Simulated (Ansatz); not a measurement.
**diamond against fcc along group 13**

Theory: Ansatz, DFT, BLYP, plane waves (420 eV) with PAW, scalar-relativistic. (PAW data from PBE, frozen cores regenerated.)

Each structure is relaxed within its symmetry, in the lowest magnetic state of the tried starts. Differences under about 8 meV lie within the error of the k-point mesh.

| element | E(diamond) − E(fcc) (meV/atom) | V(diamond) (Å³/atom) | V(fcc) (Å³/atom) | state of diamond | state of fcc |
| --- | --- | --- | --- | --- | --- |
| B | ? | ? | ? | ? | ? |
| Al | 310 | 29.19 | 17.37 | spin not included | spin not included |
| Ga | 42 | 27.61 | 21.61 | spin not included | spin not included |
| In | 131 | 42.78 | 31.08 | spin not included | spin not included |
| Tl | 195 | 50.76 | 35.40 | spin not included | spin not included |

Question: Fill in the row of B.

Answer: E(diamond) − E(fcc) (meV/atom): -828; V(diamond) (Å³/atom): 8.54; V(fcc) (Å³/atom): 6.07; state of diamond: spin not included; state of fcc: spin not included.
